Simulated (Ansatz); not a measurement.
Here is an Ansatz 0.2.0 calculation.

The input input.yaml:

```yaml
crystal:
  lattice:
    - [0.0, 2.56477, 2.56477]
    - [2.56477, 0.0, 2.56477]
    - [2.56477, 2.56477, 0.0]
  atoms:
    - { symbol: Cl, position: [0.5, 0.5, 0.5] }
    - { symbol: Li, position: [0.0, 0.0, 0.0] }
kpoints:
  mp_grid: { grid: [9, 9, 9] }
scf:
  occupations: { method: fermi_dirac, width: 0.05 }
hamiltonian:
  xc: revpbe
  dispersion: d4
  pseudopotentials: { kind: all_electron, lapw: { basis_error: 0.001 } }
output:
  forces: true
  stress: true
relax:
  f_tol: 0.005
  max_steps: 60
  cell: {}
```

Potentials or basis: all-electron LAPW, scalar-relativistic.

Command:

```bash
$ ansatz run input.yaml --threads 1 --pin off --max-ram 3072MiB --backend cpu --events-out ev --progress --plain --runs-dir out
```

(1) Estimate the space group after relaxing (to 0.05 Å).

(2) Estimate the relaxed cell.

(3) Predict the relaxed volume.

## Answers

(1) Fm-3m (No. 225).

(2) a = 3.604 Å, b = 3.604 Å, c = 3.604 Å, α = 60.00°, β = 60.00°, γ = 60.00°.

(3) 16.56 Å³/atom.
